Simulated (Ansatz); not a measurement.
# SnO (Pmn2_1) in Ansatz: reference runs

Reference runs on SnO: the cell as given and a disturbed copy.

Program: Ansatz 0.2.0. These are calculated values, not measurements. Logs are shortened: lines on timing, memory, paths and dates and some standing lists are left out, and cuts for length are marked.

## (1) The crystal as given

The structure is orthorhombic, space group Pmn2_1 (No. 31). Conventional cell: a = 3.355 Å, b = 5.674 Å, c = 4.222 Å, α = 90.00°, β = 90.00°, γ = 90.00°. Sn (site symmetry m) has 3 O at 2.15 to 2.16 Å as nearest neighbours. O (site symmetry m) has 3 Sn at 2.15 to 2.16 Å as nearest neighbours.

The cell comes from a database or a generator and needn't be the stable form of this composition.

## (2) Single point, PBE

File input.yaml:

```yaml
crystal:
  lattice:
    - [3.355005, 0.0, 0.0]
    - [0.0, 5.674104, 0.0]
    - [0.0, 0.0, 4.22197]
  atoms:
    - { symbol: Sn, position: [0.5, 0.768091, 0.013144] }
    - { symbol: Sn, position: [0.0, 0.231909, 0.513144] }
    - { symbol: O, position: [0.5, 0.10875, 0.236857] }
    - { symbol: O, position: [0.0, 0.89125, 0.736857] }
hamiltonian:
  xc: pbe
  pseudopotentials: { kind: paw }
kpoints:
  mp_grid: { grid: [8, 5, 6] }
scf:
  occupations: { method: fermi_dirac, width: 0.05 }
output:
  forces: true
  stress: true
  eigenvalues: true
```

Potentials or basis: Ansatz PAW.

The run is started by

```console
$ ansatz run input.yaml --threads 2 --pin off --max-ram 5120MiB --backend cpu --events-out ev --progress --plain --runs-dir out
```

Output:

```text
Warning: RAYON_NUM_THREADS=2 ignored (pool sized by the plan → 2); use --threads N
Engine: ansatz 0.2.0, aarch64-unknown-linux-gnu
Pseudopotentials: kind: paw
Pseudopotential: Sn, paw, valence charge 14, recommended cutoff 420 eV (normal), Sn.paw.azcp
Pseudopotential: O, paw, valence charge 6, recommended cutoff 420 eV (normal), O.paw.azcp
Functional definition: PBE
  parameter kappa = 0.804
  parameter beta = 0.06672455060314922
  exchange = pbe_x(kappa = kappa, mu = beta*pi^2/3)
  correlation = pbe_c(beta = beta)
Crystal: 4 atoms, lattice volume = 80.372 Å³
Basis set: ecut = 420 eV, 1551 PW (Γ), exchange–correlation on 48×80×60 points (8 copies of the dense FFT grid, shifted against one another)
Bands: 24, of which v1, the nominal top of the filled ones, is band 20 counted from 1 (19 counted from 0)
Symmetry: 4 space group operations
Space group: Pmn21 (ITA 31), of the structure as read, at distance tolerance 4.3e-5 Å
k-points: 60 of 240 (time reversal used)
Non-local potential: Sn, projectors of the file, l = 0: 2, l = 1: 2, l = 2: 2, l = 3: 2
Non-local potential: O, projectors of the file, l = 0: 2, l = 1: 2, l = 2: 1
PAW form: soft (Blöchl's): semilocal exchange-correlation on the pseudo side does not see the compensation charge
PAW one-centre angular grid: Sn, 590 points (default); XC on 64 Gauss nodes
PAW one-centre angular grid: O, 110 points (default); XC on 64 Gauss nodes
Initial density: superposition of atomic densities (neutral atoms: chi_scale 0, normalization atom), corrected by the library's trained network
Initial wavefunctions: pseudopotential atomic-orbital guess
Functional: x = pbe(κ = 0.804, μ = 0.2195149727645171), c = pbe(β = 0.06672455060314922)
SCF iter   1: F=—  HF=-13183.128556 eV  |F-HF|=—  |Δ(HF+E_count)|=         —  Δρ=2.08e-3  dr2=4.93e-3  ethr=1.77e-3  ⟨swp⟩=6.1  Hψ=6735  notcnv=0
preconditioner: auto → Resta (q_TF=auto, 2.429 Å⁻¹)  ε∞=3.2  [insulator: Δε(μ)=1.498 eV  Ē_g=17.660 eV  σ=0.050 eV  W_gap=1.00  n_scr=20 (ndim 8)  ℏωp=26.2 eV  f_vac=0.008  D(μ)=0.00/eV (n_scr^D=0)  ε∞_Penn≈3.2]
SCF iter   2: F=—  HF=-13183.128540 eV  |F-HF|=—  |Δ(HF+E_count)|=   1.58e-5  Δρ=9.66e-4  dr2=8.13e-4  ethr=1.23e-5  ⟨swp⟩=2.6  Hψ=2962  notcnv=0
SCF iter   3: F=—  HF=-13183.128754 eV  |F-HF|=—  |Δ(HF+E_count)|=   2.14e-4  Δρ=2.55e-4  dr2=7.30e-5  ethr=2.03e-6  ⟨swp⟩=2.2  Hψ=2022  notcnv=0
SCF iter   4: F=—  HF=-13183.128749 eV  |F-HF|=—  |Δ(HF+E_count)|=   4.94e-6  Δρ=6.54e-5  dr2=3.61e-6  ethr=1.83e-7  ⟨swp⟩=2.1  Hψ=2036  notcnv=0
SCF iter   5: F=—  HF=-13183.128753 eV  |F-HF|=—  |Δ(HF+E_count)|=   3.26e-6  Δρ=1.56e-5  dr2=2.09e-7  ethr=9.03e-9  ⟨swp⟩=2.6  Hψ=2432  notcnv=0
SCF iter   6: F=-13183.128753 eV  HF=-13183.128753 eV  |F-HF|=1.36e-8  |Δ(HF+E_count)|=   1.50e-7  Δρ=5.17e-6  dr2=1.92e-8  ethr=2.50e-10  ⟨swp⟩=6.5  Hψ=6460  notcnv=0
SCF 1 converged in 6 iterations: F = -13183.128753 eV  dr2 = 1.92e-8
SCF converged after 6 iterations
Free energy (F): -13183.128753 eV
Harris-Foulkes:  -13183.128753 eV  (|F-HF|=1.36e-8)
Internal energy: -13183.128753 eV  (E = F + TS)
E sigma→0 (E₀):  -13183.128753 eV
Entropy (-TS):   -0.000000 eV (-0.000 meV/atom)
Fermi energy:    8.042966 eV
--- Per-component energies (eV) ---
  E_band       = -254.539114
  E_kinetic    = 720.807740
  E_local      = -3020.797893  (includes V_loc(G=0)·N_el)
  E_nonlocal   = 31.774036
  E_hartree    = 1586.490625
  E_xc         = -911.990920
  E_vxc        = -379.111052  (∫ρ·V_xc dr)
  E_paw        = -8587.784989  (= ΣΔE_a)
  E_vpaw       = -780.197046  (= ΣTr[D̂ρ^β])
  E_aug_tail   = 0.004822  (compensation charges beyond the density's cutoff)
  E_ewald      = -3001.632174
  E_smearing   = -0.000000  (= −TS)
  E_closure    = -0.000000  (closes the sum)
  Σ components = -13183.128753   (vs F -13183.128753, Δ=0.00e0)
--- Forces (eV/Å), atoms counted from 1 ---
  atom   1  Sn     0.00000000     0.11287992    -0.02767791
  atom   2  Sn     0.00000000    -0.11287992    -0.02767791
  atom   3  O      0.00000000    -0.05817573     0.02771213
  atom   4  O      0.00000000     0.05817573     0.02771213
  max |Σ_I F_I| component: 6.84e-5 eV/Å
--- Stress (GPa, compression-positive) ---
        0.145694       0.000000       0.000000
        0.000000       0.442175       0.000000
        0.000000       0.000000       0.383856
  P = ⅓ Tr σ = 0.3239 GPa (3.239 kbar)
--- Band table (eV; the first three rows and the last of 60) ---
  k-point 0: bands = ["-13.9137", "-13.5984", "-13.5101", "-13.4884", "-13.4606", "-13.4231", "-13.4066", "-13.3973", "-13.3590", "-13.3508", "-11.4216", "-9.7294", "-0.1530", "1.5316", "3.1203", "3.5240", "3.8514", "4.6977", "5.2788", "7.2985", "9.9994", "10.5018", "13.2307", "13.2325"]
  k-point 1: bands = ["-13.8976", "-13.6212", "-13.5051", "-13.4879", "-13.4643", "-13.4378", "-13.4031", "-13.3933", "-13.3633", "-13.3534", "-11.2981", "-9.8376", "-0.1076", "1.4274", "3.0508", "3.6092", "3.9836", "4.6298", "5.4812", "6.8470", "9.9390", "10.5903", "12.4288", "13.2996"]
  k-point 2: bands = ["-13.8501", "-13.6888", "-13.4931", "-13.4857", "-13.4725", "-13.4616", "-13.3937", "-13.3834", "-13.3714", "-13.3608", "-10.9738", "-10.1357", "0.0780", "1.0033", "3.3021", "3.8396", "4.2040", "4.4336", "5.6907", "5.9826", "9.8861", "10.4264", "11.9891", "13.1469"]
  k-point 59: bands = ["-13.8865", "-13.8865", "-13.4933", "-13.4933", "-13.4213", "-13.4213", "-13.4131", "-13.4131", "-13.3355", "-13.3355", "-9.9730", "-9.9730", "0.1227", "0.1227", "3.1526", "3.1526", "3.9378", "3.9378", "6.8093", "6.8093", "9.6625", "9.6625", "11.6190", "11.6190"]
```

It took 3.7 s on 2 threads of Arm Neoverse V2, shared host; peak memory 0.36 GiB.

Results:

| Item | Value |
| --- | --- |
| Free energy | -13183.1288 eV |
| Pressure | 0.3 GPa |
| Largest force | 0.116 eV/Å |
| Band gap on the k mesh | 1.50 eV, indirect (least direct gap 2.09 eV) |

Forces on the atoms (eV/Å):
```
Sn   0.000  0.113 -0.028
Sn   0.000 -0.113 -0.028
O    0.000 -0.058  0.028
O    0.000  0.058  0.028
```

Stress tensor (GPa, compression positive):
```
0.15 0.00 0.00
0.00 0.44 0.00
0.00 0.00 0.38
```

Levels at points of the mesh, in eV from the valence-band top:
| k point | band 18 | band 19 | band 20 | band 21 | band 22 | band 23 |
| --- | --- | --- | --- | --- | --- | --- |
| (0.00, 0.00, 0.00) | -2.60 | -2.02 | 0.00 | 2.70 | 3.20 | 5.93 |
| (0.00, 0.00, -0.50) | -3.15 | -1.65 | -1.65 | 2.71 | 2.71 | 5.25 |
| (-0.50, 0.00, 0.00) | -2.55 | -1.24 | -1.24 | 2.61 | 2.61 | 5.54 |
| (-0.50, 0.00, -0.50) | -3.11 | -1.07 | -1.07 | 2.11 | 2.11 | 4.64 |

Caveat: odd divisions of the mesh miss points on the zone boundary, where band edges often lie, so the gap on the mesh can be too wide; the pressure holds a Pulay correction of +0.4 GPa for the finite cutoff; spin-orbit coupling is left out, which moves the levels of the heavy elements.

## (3) Single point, PBE (atoms moved at random, drawn with an rms of 0.05 Å)

File input.yaml:

```yaml
crystal:
  lattice:
    - [3.355005, 0.0, 0.0]
    - [0.0, 5.674104, 0.0]
    - [0.0, 0.0, 4.22197]
  atoms:
    - { symbol: Sn, position: [0.515974, 0.766946, 0.004323] }
    - { symbol: Sn, position: [-0.005107, 0.230712, 0.517361] }
    - { symbol: O, position: [0.505384, 0.108861, 0.248495] }
    - { symbol: O, position: [-0.008537, 0.88834, 0.744617] }
hamiltonian:
  xc: pbe
  pseudopotentials: { kind: paw }
kpoints:
  mp_grid: { grid: [8, 5, 6] }
scf:
  occupations: { method: fermi_dirac, width: 0.05 }
output:
  forces: true
  stress: true
  eigenvalues: true
  write_density: true
  write_potential: true
  elf: true
  volumetric_format: npy
```

Potentials or basis: Ansatz PAW.

The run is started by

```console
$ ansatz run input.yaml --threads 2 --pin off --max-ram 5120MiB --backend cpu --events-out ev --progress --plain --runs-dir out
```

Wall time 11 s (2 threads of Arm Neoverse V2, shared host); peak memory 0.44 GiB.

The run converged. Its results:

- Free energy: -13183.0768 eV
- Pressure: 1.5 GPa
- Largest force: 0.892 eV/Å
- Band gap on the k mesh: 1.53 eV, indirect (least direct gap 2.12 eV)

Forces in eV/Å, atoms in the order of the input:
```
Sn  -0.604 -0.142  0.629
Sn   0.206  0.028  0.071
O   -0.237 -0.335 -0.264
O    0.635  0.449 -0.436
```

Stress tensor (GPa, compression positive):
```
 2.20  1.00 -0.71
 1.00  0.66 -1.12
-0.71 -1.12  1.73
```

Levels at points of the mesh, in eV from the valence-band top:
```
             k point  band 17  band 18  band 19  band 20  band 21  band 22  band 23  band 24
  (0.00, 0.00, 0.00)    -3.52    -2.82    -2.15     0.00     2.59     3.11     5.68     5.91
 (0.00, 0.00, -0.50)    -3.41    -3.25    -1.68    -1.64     2.55     2.66     5.05     5.20
 (-0.50, 0.00, 0.00)    -2.75    -2.57    -1.33    -1.20     2.64     2.79     5.29     5.44
(-0.50, 0.00, -0.50)    -3.24    -3.08    -1.14    -1.06     2.01     2.15     4.65     4.79
```

Caveat: odd divisions of the mesh miss points on the zone boundary, where band edges often lie, so the gap on the mesh can be too wide; the pressure holds a Pulay correction of +0.4 GPa for the finite cutoff; spin-orbit coupling is left out, which moves the levels of the heavy elements.
